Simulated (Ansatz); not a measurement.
Program: Ansatz. Geometries: PBE0-D4/def2-TZVP. ΔE: electronic, gas phase. CBS: MP2 limit from def2 TZ/QZ plus the TZ coupled-cluster correction, frozen cores. Functionals use def2-TZVPP. B3LYP here is the variant with VWN-RPA as its local correlation; programs differ in this. def2 core potentials past Kr. For Sn outer-core shells are correlated without core-valence functions, which leaves a few kJ/mol of doubt a bond. One conformer a species, not always the lowest.

Reaction (formal exchange of groups at a C–O bond): `CC[O][SnH3]` + `CC(C)=O` → `CCCC(C)=O` + `[OH][SnH3]`

**Question.** Is it downhill or uphill in electronic energy at CCSD(T)/CBS, and by how much? (Estimate.)

**Answer.** Ansatz gave: Downhill: ΔE = -9.8 kcal/mol.

**Question.** What do these levels give: B3LYP-D4, ωB97X-V, ωB97M-V, B2PLYP, PBE, PBE0, B3LYP, MP2/def2-TZVPP, SCS-MP2/def2-TZVPP, CCSD(T)/def2-TZVPP, MP2/def2-QZVPP, HF/CBS(def2)? (Best estimate.)

**Answer.** Computed: B3LYP-D4 -7.8, ωB97X-V -8.8, ωB97M-V -9.4, B2PLYP -8.1, PBE -7.7, PBE0 -8.5, B3LYP -6.7, MP2/def2-TZVPP -10.9, SCS-MP2/def2-TZVPP -9.7, CCSD(T)/def2-TZVPP -9.6, MP2/def2-QZVPP -10.9, HF/CBS(def2) -6.4 kcal/mol.

Largest T1 diagnostic among the species: 0.014.

From PBE to PBE0 (25 % exact exchange), in def2-TZVPP and without D4, ΔE moves by −0.8 kcal/mol. The D4 term adds −1.1 kcal/mol with B3LYP and −0.7 kcal/mol with PBE0; it sums over pairs of atoms, weighted by their polarisabilities, and B3LYP, whose exchange is more repulsive, gets the larger term. In def2-TZVPP, CCSD(T) changes the Hartree–Fock value by −3.1 kcal/mol (the triples alone add −0.2 kcal/mol) and MP2 by −4.4 kcal/mol.
